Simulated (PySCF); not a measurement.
Isomers of C4H9N. Theory: TDDFT CAM-B3LYP/def2-SVPD, vertical, gas phase, core orbitals frozen in the response (PySCF 2.14.0, density-fitted response routines). Geometries: PBE0-D3(BJ)/def2-SVP; one conformer of each isolated species. Triplets are in the Tamm–Dancoff approximation.

A. `C=NCCC`
B. `C1CCNC1`
C. `C=CN(C)C`
D. `C(/C=N\[H])CC`

Lowest singlet levels (six at most, fewer where fewer were computed) with oscillator strengths:

1. 231 nm (f 0.002); 166 nm (f 0.025); 156 nm (f 0.034); 151 nm (f 0.265); 147 nm (f 0.024); 145 nm (f 0.001)
2. 231 nm (f 0.053); 205 nm (f 0.193); 201 nm (f 0.067); 194 nm (f 0.099); 176 nm (f 0.011); 170 nm (f 0.014); T1 3.95 eV
3. 202 nm (f 0.013); 172 nm (f 0.040); 168 nm (f 0.001); 160 nm (f 0.021); 152 nm (f 0.006); 149 nm (f 0.007); T1 5.92 eV
4. 252 nm (f 0.001); 168 nm (f 0.059); 159 nm (f 0.209); 154 nm (f 0.033); 153 nm (f 0.002); 147 nm (f 0.064)

Question: Match each spectrum to its molecule.

Answer: 1 = D, 2 = C, 3 = B, 4 = A.
- A: S1 at 4.91 eV, HOMO→LUMO (96%); Löwdin shares by element: HOMO nitrogen 59%, carbon 24% or more, hydrogen 6% or more; LUMO carbon 35% or more, nitrogen 33%, hydrogen 18% or more; HOMO -8.75 and LUMO 0.75 eV.
- B: S1 at 6.14 eV, HOMO→LUMO (85%), HOMO→LUMO+3 (11%); Löwdin shares by element: HOMO nitrogen 60%, carbon 16% or more, hydrogen 6% or more (atoms not listed hold the other 18%); LUMO carbon 46% (atoms not listed hold the other 54%); HOMO -8.04 and LUMO 1.32 eV.
- C: S1 at 5.38 eV, HOMO→LUMO (92%); Löwdin shares by element: HOMO carbon 48% or more, nitrogen 33% (atoms not listed hold the other 19%); LUMO carbon 47% or more, hydrogen 8% or more (atoms not listed hold the other 45%); HOMO -6.89 and LUMO 1.29 eV.
- D: S1 at 5.37 eV, HOMO→LUMO (82%), HOMO→LUMO+1 (13%); Löwdin shares by element: HOMO nitrogen 58%, carbon 24% or more, hydrogen 8% or more; LUMO carbon 43% or more, nitrogen 28% (atoms not listed hold the other 29%); HOMO -8.96 and LUMO 0.96 eV.
C and D have S1 within 0.02 eV of each other; their strongest listed levels stand at 6.05 eV (f 0.193) and 8.20 eV (f 0.265).
